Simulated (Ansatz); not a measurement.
**Structures of ZrSi$_{2}$: which is lowest?**

Plane-wave DFT in Ansatz with scalar-relativistic PAW potentials, cutoff 500 eV, Γ-centred meshes chosen by cell and gap, Gaussian smearing with energies taken to zero width. Every cell was relaxed (cell and atoms) in a run of its own, within the symmetry of its start. Functional: r2SCAN.

Relaxed structures (starts from databases or built by putting these elements on another compound's sites):
A. P6/mmm, 3 atoms in the computed cell, a = 4.000 Å, c = 3.586 Å; sites (symmetry × multiplicity) Zr 6/mmm × 1, Si -6m2 × 2; start: built
B. Cmcm, 6 atoms in the computed cell, a = 3.689 Å, b = 14.864 Å, c = 3.666 Å; sites (symmetry × multiplicity) Zr m2m × 4, Si m2m × 4 + m2m × 4; start: database

Rank them by energy. Could pressure change the order?

| structure | group | E − E(lowest) (meV/atom) | V (Å³/atom) | gap on mesh (eV) |
| --- | --- | --- | --- | --- |
| B | Cmcm | 0.0 | 16.75 | 0.00 |
| A | P6/mmm | 366 | 16.57 | 0.00 |

B is lowest, 366 meV/atom under A. The two lowest differ in volume by under 3 %, too little for a first-order estimate of what pressure does to that pair (other pairs aren't weighed here); with rigid cells even 3 % in favour of the higher one would need about 117 GPa. Other structures may lie lower than all of these, and vibrations aren't counted.